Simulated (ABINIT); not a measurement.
# Nb: equation of state with PBE+D4

**Measured values to compare with.**

“Pressure effects on the electronic structure and superconductivity of (TaNb)0.67(HfZrTi)0.33 high entropy alloy”, 2019, arxiv:1910.08312 quotes, for a bulk crystal of Nb: bulk modulus 169 GPa.

The system is Nb.

```xyz
1
Lattice="-1.6640 1.6640 1.6640 1.6640 -1.6640 1.6640 1.6640 1.6640 -1.6640" Properties=species:S:1:pos:R:3 pbc="T T T"
Nb    0.0000    0.0000    0.0000
```

| Item | Value |
| --- | --- |
| Program | ABINIT 10.8.3 (patched build) |
| Task | equation of state |
| Functional | PBE |
| Dispersion | D4 |
| Potentials or basis | JTH PAW PBE v2.0 |
| Cutoff | 435 eV |
| k mesh | 11 × 11 × 11 |
| Occupations | fermi-dirac, width 0.05 eV |
| Spin | no spin polarisation |

```json
{
  "Equilibrium volume": "17.91 Å³/atom",
  "Bulk modulus": "173 GPa",
  "Pressure derivative of the bulk modulus": "2.9 (rough: it moves with the points fitted)"
}
```

Energy against volume, from the lowest point:
```
volume (Å³/atom)  energy (meV/atom)
          17.322               9.94
          17.691               0.46
          18.060               0.00
          18.428               7.03
          18.797              21.65
          19.165              42.86
          19.534              70.49
```

It took 50 s on 1 thread of Arm Neoverse V1, with other jobs on the host, peak memory 0.09 GiB.

Measured bulk modulus of Nb: 169 GPa (quoted in “Pressure effects on the electronic structure and superconductivity of (TaNb)0.67(HfZrTi)0.33 high entropy alloy”, 2019, arxiv:1910.08312). This calculation gives 173 GPa (+2.5 %). The fit is for a static lattice scaled at fixed shape and fixed fractional positions.

Caveat: pressures at fixed basis lie under the slope of the energies; the log and the count of SCF iterations are those of the last ABINIT call alone.
